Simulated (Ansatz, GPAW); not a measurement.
# Geometry or basis: what sets the conductance of propane-1,3-dithiol between two Al chains, part 4 of 5

Aim: the conductance of propane-1,3-dithiol between two Al chains after relaxation, and whether geometry, basis or functional moves it most.

GPAW 26.7.0 and Ansatz 0.2.0; Ansatz plane waves; relaxation of the junction with the lead ends held; PAW set soft_1 (the session's first sound run).

So far, transmission at the Fermi level (one spin): step 3 (plane waves, PBE) 2.5e-4; step 4 (double-zeta polarised basis, PBE, GPAW) 3.0e-4; step 5 (GPAW, szp: basis = "szp(dzp)", PBE, GPAW) 4.1e-4; step 6 (GPAW, sz: basis = "sz(dzp)", PBE, GPAW) 4.9e-4. Also open channels of the lead at the Fermi level (one spin): step 3 2; step 4 2.

### Step 7. revPBE in the dzp basis: xc = "revPBE"

Level of this step: GPAW LCAO, PAW setups; Landauer transmission from Green's functions with principal layers (ASE), zero bias (GPAW).

Back in the dzp basis, the functional changes from PBE to revPBE, to set the spread between functionals beside that between bases.

File run.py:

```python
import json
import numpy as np
from ase import Atoms
from ase.transport.calculators import TransportCalculator
from gpaw import GPAW, FermiDirac
from gpaw.lcao.tools import get_lcao_hamiltonian
from scipy.linalg import eigh

# The junction with lead layers at both ends, along the third cell vector
device = Atoms(
    ['Al', 'Al', 'Al', 'Al', 'Al', 'Al', 'Al', 'S', 'H', 'H', 'C', 'H', 'C', 'H', 'C', 'H', 'H', 'S', 'Al', 'Al', 'Al', 'Al', 'Al', 'Al', 'Al'],
    positions=[
        [5.91547, 6.08304, 1.20000],
        [5.91547, 6.08304, 3.60000],
        [5.91547, 6.08304, 6.00000],
        [5.91547, 6.08304, 8.40000],
        [5.91547, 6.08304, 10.80000],
        [5.82459, 7.90218, 12.54402],
        [5.93764, 5.83221, 13.99670],
        [6.00478, 4.45217, 15.76912],
        [5.16261, 6.22849, 17.23366],
        [6.94347, 6.15738, 17.24961],
        [6.02721, 5.55345, 17.27652],
        [5.06920, 4.07941, 18.55112],
        [5.98322, 4.69116, 18.55063],
        [6.83278, 3.99237, 18.54995],
        [6.02883, 5.55299, 19.82489],
        [6.94485, 6.15731, 19.85107],
        [5.16391, 6.22744, 19.86992],
        [6.00989, 4.45006, 21.33132],
        [5.93767, 5.83212, 23.10194],
        [5.82038, 7.89975, 24.55710],
        [5.91547, 6.08304, 26.30331],
        [5.91547, 6.08304, 28.70331],
        [5.91547, 6.08304, 31.10331],
        [5.91547, 6.08304, 33.50331],
        [5.91547, 6.08304, 35.90331]],
    cell=[[11.83094, 0.0, 0.0], [0.0, 12.16608, 0.0], [0.0, 0.0, 37.10331]],
    pbc=True)

# One principal layer of the lead: the first 4 atoms of the device
lead = Atoms(
    ['Al', 'Al', 'Al', 'Al'],
    positions=[
        [5.91547, 6.08304, 1.20000],
        [5.91547, 6.08304, 3.60000],
        [5.91547, 6.08304, 6.00000],
        [5.91547, 6.08304, 8.40000]],
    cell=[[11.83094, 0.0, 0.0], [0.0, 12.16608, 0.0], [0.0, 0.0, 9.6]],
    pbc=True)

settings = dict(mode='lcao', basis='dzp', xc='revPBE', h=0.2,
                occupations=FermiDirac(0.1), maxiter=250,
                mixer=dict(beta=0.1, nmaxold=8, weight=100.0),
                convergence=dict(density=0.0001))
energies = np.arange(-2, 2 + 1e-9, 0.025)
eta = 0.0001
n1, n2 = 1, 1
# k and -k transmit alike, so half of the mesh across the current serves
mesh = [(i, j) for i in range(n1) for j in range(n2) if (i, j) <= (-i % n1, -j % n2)]
weights = np.array([1 if (i, j) == (-i % n1, -j % n2) else 2 for i, j in mesh]) / (n1 * n2)


def ground_state(atoms, size, txt):
    atoms.calc = GPAW(kpts={'size': size, 'gamma': True}, symmetry={'tolerance': 1e-3}, txt=txt, **settings)
    atoms.get_potential_energy()
    return atoms.calc.get_fermi_level()


def blocks(atoms, fermi, points, nz, cells):
    """H - E_F S and S between cell 0 and the cells above it, at each point across the current."""
    kz = np.arange(nz) / nz
    calc = atoms.calc.fixed_density(kpts=[(*k, z) for k in points for z in kz], symmetry='off', txt=None)
    H, S = get_lcao_hamiltonian(calc)
    H = (H - fermi * S).reshape(len(H), len(points), nz, *S.shape[1:])
    S = S.reshape(H.shape[1:])
    phases = [np.exp(-2j * np.pi * kz * R) / nz for R in cells]
    return [(np.einsum('skzij,z->ksij', H, p), np.einsum('kzij,z->kij', S, p)) for p in phases]


def pair(a, b):
    return np.block([[a, b], [b.T.conj(), a]])


def count_channels(h, s, cells, nk=240):
    """Half the number of times that the lead's bands cross each energy, unfolded to its shortest repeat."""
    b = len(h) // cells
    bands = []
    for k in (np.arange(nk + 1) + 0.5) / nk:
        hk, sk = h[:b, :b].copy(), s[:b, :b].copy()
        for R in range(1, cells):
            phase, block = np.exp(2j * np.pi * k * R), slice(R * b, (R + 1) * b)
            hk += h[:b, block] * phase + (h[:b, block] * phase).T.conj()
            sk += s[:b, block] * phase + (s[:b, block] * phase).T.conj()
        w, u = eigh(sk)
        x = u[:, w > 1e-5] / w[w > 1e-5]**0.5  # drop near-dependent combinations
        bands.append(np.r_[eigh(x.T.conj() @ hk @ x, eigvals_only=True), [1e9] * (w <= 1e-5).sum()])
    below = np.array(bands)[:, :, None] < energies
    return (below[1:] != below[:-1]).sum((0, 1)) / 2


fermi_lead = ground_state(lead, (1, 1, 12), 'lead.txt')
fermi_device = ground_state(device, (1, 1, 2), 'device.txt')
T, channels, eigen, tail, misfit, shifts = [], [], [], 0.0, 0.0, []
for first in range(0, len(mesh), 177):
    points = [(i / n1, j / n2) for i, j in mesh[first:first + 177]]
    (H0k, S0k), (H1k, S1k), (H2k, _) = blocks(lead, fermi_lead, points, 5, range(3))
    [(Hk, Sk)] = blocks(device, fermi_device, points, 2, [0])
    tail = max(tail, abs(H2k).max())
    for H0, S0, H1, S1, H, S in zip(H0k, S0k, H1k, S1k, Hk, Sk):
        n = len(S0)
        # Shift the lead onto the potential of the device's first layer
        shift = ((H[:, 0, 0] - H0[:, 0, 0]) / S0[0, 0]).real.mean()
        shifts.append(shift)
        misfit = max(misfit, abs(H[:, :n, :n] - H0 - shift * S0).max())
        Tk, Ck, Ek = [], [], []
        for s in range(len(H)):
            t = s % len(H0)  # a lead without moments serves both spins
            h1, s1 = pair(H0[t] + shift * S0, H1[t] + shift * S1), pair(S0, S1)
            leads = dict(h1=h1, s1=s1, energies=energies, eta=eta, eta1=eta, eta2=eta)
            calc = TransportCalculator(h=H[s], s=S, eigenchannels=3, **leads)
            Tk.append(calc.get_transmission())
            Ek.append(np.sort(calc.eigenchannels_ne, axis=0)[::-1])
            Ck.append(count_channels(h1, s1, 8))
        T.append(Tk)
        channels.append(Ck)
        eigen.append(Ek)
T, channels = np.array(T), np.array(channels)
mean, open_channels = np.einsum('kse,k->se', T, weights), np.einsum('kse,k->se', channels, weights)

print(f'basis functions: device {len(S)}, principal layer {n}')
print(f'Fermi level: lead {fermi_lead:.4f} eV, device {fermi_device:.4f} eV; lead shifted by {np.mean(shifts):.4f} eV')
print(f'largest coupling past the next layer {tail:.2e} eV, largest misfit of the first layer {misfit:.3f} eV')
print('  E-E_F (eV)   ' + 'T (one spin)  channels')
for e, t, c in zip(energies, mean.T, open_channels.T):
    print(f'{e:10.3f}  ', *[f'{x:11.4e}' for x in t], *[f'{x:9.4f}' for x in c])

kT = 8.617333e-5 * 300
fine = np.linspace(energies[0], energies[-1], 4001)
both = np.exp(np.interp(fine, energies, np.log(np.maximum(mean.sum(0) * 2 / len(mean), 1e-30))))
fermi = lambda mu: 1 / (1 + np.exp(np.clip((fine - mu) / kT, -200, 200)))
slope = fermi(0) * (1 - fermi(0)) / kT
G = np.trapezoid(both * slope, fine) / 2
seebeck = -np.trapezoid(both * slope * fine, fine) / (2 * G * 300) * 1e6
print(f'conductance at 300 K: {G:.5g} G0 a cell; thermopower {seebeck:.4g} uV/K')
bias = [0.1, 0.2, 0.5, 1.0, 1.5, 2.0]
current = [38.74 * np.trapezoid(both * (fermi(V / 2) - fermi(-V / 2)), fine) for V in bias]
for V, I in zip(bias, current):
    print(f'current from the zero-bias T(E) at {V} V: {I:.5g} uA')
zero = abs(energies).argmin()
json.dump(dict(energies=energies.tolist(), T=mean.tolist(), channels=open_channels.tolist(), G=G, seebeck=seebeck,
               bias=bias, current=current, tail=tail, misfit=misfit, shift=np.mean(shifts), n_device=len(S), n_lead=n,
               fermi=[fermi_lead, fermi_device], energy=device.get_potential_energy(),
               moments=device.get_magnetic_moments().tolist(), mesh=mesh, weights=weights.tolist(),
               T_k=T[:, :, zero].tolist(), eigen=np.array(eigen[0]).tolist()), open('result.json', 'w'))
```

Launch:

```bash
OMP_NUM_THREADS=1 OPENBLAS_NUM_THREADS=1 python run.py
```

Numbers of over 12 decimals in the logs are rounded to 6 here.

The log of the run:

```text
basis functions: device 277, principal layer 52
Fermi level: lead -3.5377 eV, device -3.3263 eV; lead shifted by 0.0076 eV
largest coupling past the next layer 1.16e-15 eV, largest misfit of the first layer 0.057 eV
  E-E_F (eV)   T (one spin)  channels
    -2.000    5.8991e-06    1.0000
    -1.975    8.1143e-07    1.0000
    -1.950    2.2157e-05    1.0000
[...]
1.975    7.9154e-02    3.0000
     2.000    7.2716e-02    3.0000
conductance at 300 K: 0.00026645 G0 a cell; thermopower 3.382 uV/K
current from the zero-bias T(E) at 0.1 V: 0.0020553 uA
current from the zero-bias T(E) at 0.2 V: 0.0040563 uA
current from the zero-bias T(E) at 0.5 V: 0.0092501 uA
current from the zero-bias T(E) at 1.0 V: 0.013042 uA
current from the zero-bias T(E) at 1.5 V: 0.013853 uA
current from the zero-bias T(E) at 2.0 V: 0.015078 uA
```

Run time: 94 s. Hardware: 1 thread of Arm Neoverse V1, shared host; peak memory 1.9 GiB.

Numbers from this step:

| Quantity | Value |
| --- | --- |
| conductance | 2.66e-4 G₀ |
| thermopower | 3.382 μV/K |
| largest coupling past the next principal layer | 1.16e-15 eV |
| largest misfit of the first principal layer | 0.05735 eV |
| shift that aligns the lead | 0.007646 eV |
| basis functions of the junction | 277 |
| basis functions of a principal layer | 52 |
| transmission at the Fermi level (one spin) | 2.70e-4 |

The conductance, 2.7e-4 G₀, lies 9.4 % below that of the dzp run.

### Step 8. The structure as built: geometry = "as built"

The dzp basis with PBE on the structure as first built shows what the relaxation was worth.

run.py: that of step 7 with these lines changed.

```diff
@@ -17,17 +17,17 @@
         [5.91547, 6.08304, 10.80000],
-        [5.82459, 7.90218, 12.54402],
-        [5.93764, 5.83221, 13.99670],
-        [6.00478, 4.45217, 15.76912],
-        [5.16261, 6.22849, 17.23366],
-        [6.94347, 6.15738, 17.24961],
-        [6.02721, 5.55345, 17.27652],
-        [5.06920, 4.07941, 18.55112],
-        [5.98322, 4.69116, 18.55063],
-        [6.83278, 3.99237, 18.54995],
-        [6.02883, 5.55299, 19.82489],
-        [6.94485, 6.15731, 19.85107],
-        [5.16391, 6.22744, 19.86992],
-        [6.00989, 4.45006, 21.33132],
-        [5.93767, 5.83212, 23.10194],
-        [5.82038, 7.89975, 24.55710],
+        [5.91547, 6.08304, 13.20000],
+        [5.91547, 6.08304, 15.60000],
+        [6.91291, 4.13230, 15.79929],
+        [8.58094, 5.02166, 17.27462],
+        [8.57878, 3.25000, 17.27839],
+        [7.93700, 4.13665, 17.29859],
+        [6.41878, 5.02671, 18.55164],
+        [7.06466, 4.13900, 18.55165],
+        [6.41434, 3.25450, 18.55165],
+        [7.93700, 4.13667, 19.80470],
+        [8.57880, 3.25003, 19.82489],
+        [8.58092, 5.02170, 19.82866],
+        [6.91292, 4.13230, 21.30400],
+        [5.91547, 6.08304, 21.50331],
+        [5.91547, 6.08304, 23.90331],
         [5.91547, 6.08304, 26.30331],
@@ -51,3 +51,3 @@
 
-settings = dict(mode='lcao', basis='dzp', xc='revPBE', h=0.2,
+settings = dict(mode='lcao', basis='dzp', xc='PBE', h=0.2,
                 occupations=FermiDirac(0.1), maxiter=250,
```

The log of the run:

```text
basis functions: device 277, principal layer 52
Fermi level: lead -3.5883 eV, device -3.4242 eV; lead shifted by 0.0095 eV
largest coupling past the next layer 1.11e-15 eV, largest misfit of the first layer 0.046 eV
  E-E_F (eV)   T (one spin)  channels
    -2.000    7.2308e-02    1.0000
    -1.975    5.3098e-02    1.0000
    -1.950    4.3858e-02    1.0000
[...]
1.975    3.9755e-02    3.0000
     2.000    4.0612e-02    3.0000
conductance at 300 K: 0.83016 G0 a cell; thermopower 30.34 uV/K
current from the zero-bias T(E) at 0.1 V: 6.1615 uA
current from the zero-bias T(E) at 0.2 V: 11.214 uA
current from the zero-bias T(E) at 0.5 V: 22.393 uA
current from the zero-bias T(E) at 1.0 V: 25.859 uA
current from the zero-bias T(E) at 1.5 V: 25.991 uA
current from the zero-bias T(E) at 2.0 V: 26.155 uA
```

Wall time 1.7 min (1 thread); peak memory 1.9 GiB.

This step gave:

- conductance: 0.8302 G₀
- thermopower: 30.34 μV/K
- largest coupling past the next principal layer: 1.11e-15 eV
- largest misfit of the first principal layer: 0.04605 eV
- shift that aligns the lead: 0.009463 eV
- transmission at the Fermi level (one spin): 0.9849

One spin. Transmission, zone mean against energy, zero at the Fermi level:

```
energy (eV)  transmission, zone mean
     -2.000                   0.0723
     -1.825                    0.523
     -1.800                   0.0958
     -1.600                  0.00708
     -1.400                  0.00242
     -1.200                  2.0e-11
     -1.000                  1.5e-12
     -0.800                        0
     -0.600                  1.3e-12
     -0.400                   5.6e-9
     -0.200                    0.992
      0.000                    0.985
      0.200                   0.0286
      0.400                  0.00748
      0.600                  0.00652
      0.800                  0.00746
      1.000                   0.0110
      1.200                   0.0169
      1.400                   0.0224
      1.600                   0.0280
      1.800                   0.0340
      2.000                   0.0406
```

The conductance, 0.830 G₀, lies a factor of 2822 above that of the dzp run.

### Step 9. Cost and result by level

Times are wall times on the hardware named with each run. The runs compared:

```
no.         run  conductance (G₀)     time  memory (GiB)
  1      pw PBE           2.50e-4    3.3 h           6.7
  2         dzp           2.94e-4     89 s           1.9
  3         szp           4.05e-4     79 s           1.8
  4          sz           4.82e-4     53 s           1.7
  5  dzp revPBE           2.66e-4     94 s           1.9
  6     asbuilt            0.8302  1.7 min           1.9
```

### Step 10. The levels side by side

The curves are compared point by point over the common energies.

This step: comparison of transmission and cost over codes, levels and geometry; PAW set soft_1 (GPAW 26.7.0).

Ladder, by row:

```
      step    code  T at the Fermi level (sum over the listed spins)  conductance (G0)  r.m.s. T(E) from the first  wall time (s)  peak memory (GiB)  threads
    pw-pbe  Ansatz                                           2.53e-4           2.50e-4                           0          11968              6.713        4
       dzp    GPAW                                           2.98e-4           2.94e-4                     0.07564          89.48               1.87        1
       szp    GPAW                                           4.11e-4           4.05e-4                     0.09939          78.92               1.84        1
        sz    GPAW                                           4.87e-4           4.82e-4                     0.08343          53.32               1.71        1
dzp-revPBE    GPAW                                           2.70e-4           2.66e-4                     0.09749          93.53               1.87        1
   asbuilt    GPAW                                            0.9849            0.8302                      0.3812          103.6               1.87        1
```

The transmission, zone mean, sum over the listed spins by energy, zero at the Fermi level:

```
energy (eV)   pw-pbe      dzp      szp       sz  dzp-revPBE  asbuilt
     -2.000   6.5e-6   5.2e-6   3.4e-6   1.1e-5      5.9e-6   0.0723
     -1.800   2.6e-6   1.9e-6   2.2e-6   2.6e-6      1.8e-6   0.0958
     -1.600   2.4e-4   8.6e-4   0.0690  1.7e-11      4.5e-4  0.00708
     -1.550  0.00854    0.285  0.00854  5.2e-10       0.114  0.00573
     -1.525    0.683   0.0169  0.00997  1.1e-10      0.0238  0.00514
     -1.425    0.201   0.0686  0.00110  2.9e-12       0.239  0.00296
     -1.400  0.00906  0.00539   2.8e-4  2.3e-12     0.00750  0.00242
     -1.200        0  8.5e-12  4.3e-12  2.6e-11     7.8e-12  2.0e-11
     -1.000        0  2.2e-12  4.6e-11  4.2e-13     2.0e-12  1.5e-12
     -0.800        0  3.9e-13  2.1e-14  3.7e-15     6.6e-13  9.6e-13
     -0.600        0  2.0e-15  5.2e-16  2.1e-15     2.0e-15  1.3e-12
     -0.400   3.1e-6  2.5e-11  4.7e-13  2.1e-10     3.4e-11   5.6e-9
     -0.200   2.3e-4   2.5e-4   2.8e-4   3.9e-4      2.3e-4    0.992
      0.000   2.5e-4   3.0e-4   4.1e-4   4.9e-4      2.7e-4    0.985
      0.200   1.8e-4   2.2e-4   3.7e-4   4.4e-4      2.0e-4   0.0286
      0.400   9.7e-5   1.3e-4   2.6e-4   3.3e-4      1.2e-4  0.00748
      0.600   3.3e-5   5.2e-5   1.6e-4   2.6e-4      4.6e-5  0.00652
      0.800   4.6e-6   6.3e-6   2.8e-4   6.8e-4      4.7e-6  0.00746
      1.000  0.00102   5.6e-4  0.00499  0.00480      8.0e-5   0.0110
      1.200    0.229    0.110    0.754    0.306      0.0543   0.0169
      1.375    0.988    0.883    0.916    0.891       0.879   0.0218
      1.400    0.995    0.895    0.943    0.881       0.886   0.0224
      1.425    1.000    0.912    0.931    0.846       0.897   0.0231
      1.450    0.986    0.924    0.869    0.780       0.913   0.0238
      1.600    0.465    0.531    0.305    0.279       0.626   0.0280
      1.800    0.131    0.146    0.103   0.0879       0.170   0.0340
      2.000   0.0577   0.0652   0.0572   0.0456      0.0727   0.0406
```

[end of part 4 of 5]

[Logs are printed without paths, hosts, clocks, repeated set-up lines and the standing remarks that a program may print on its own settings, such as how far it seeks lower states.]

[Hosts, paths, dates, database ids (printed as entryN), source tags and the programs' standing remarks are cut or masked in the printed files.]
